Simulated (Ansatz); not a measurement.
Ca, DFT, r2SCAN, PAW with Ansatz's default frozen-core files, scalar-relativistic (Ansatz 0.2.0), run on 1 thread of Intel(R) Xeon(R) 6975P-C (Granite Rapids) on a shared host.

The cell is the one relaxed in the Materials Project (mp-45), not relaxed further here; entries there can be hypothetical. The listed cell was then made from it by scaling, straining or moving an atom.

Command: `ansatz run input.yaml --threads 1 --pin off --max-ram 2048MiB --backend cpu --events-out ev --progress --plain --runs-dir out`

```yaml
crystal:
  lattice:
    - [0.0, 2.8430964882, 2.8430964882]
    - [2.8430964882, 0.0, 2.8430964882]
    - [2.8430964882, 2.8430964882, 0.0]
  atoms:
    - { symbol: Ca, position: [0.0, 0.0, 0.0] }
kpoints:
  mp_grid: { grid: [13, 13, 13] }
scf:
  occupations: { method: fermi_dirac, width: 0.05 }
hamiltonian:
  xc: r2scan
  pseudopotentials: { kind: paw }
output:
  forces: true
  stress: true
  eigenvalues: true
  efg: { contact_densities: true }
```

(1) How large is the problem that the program sets up?

(2) Estimate the wall time and the peak memory.

(3) And the same cell and mesh by crystal-made all-electron datasets, asked for forces, stress, eigenvalues, efg, on the same hardware?

Results:

(1) 84 irreducible k-points, 1211 plane waves at Γ, 9 bands.

(2) 3 s of wall time for 6 SCF iterations, with a peak of 0.5 GiB. Times on shared machines scatter by tens of per cent.

(3) 4.3 s, peak memory 0.42 GiB.
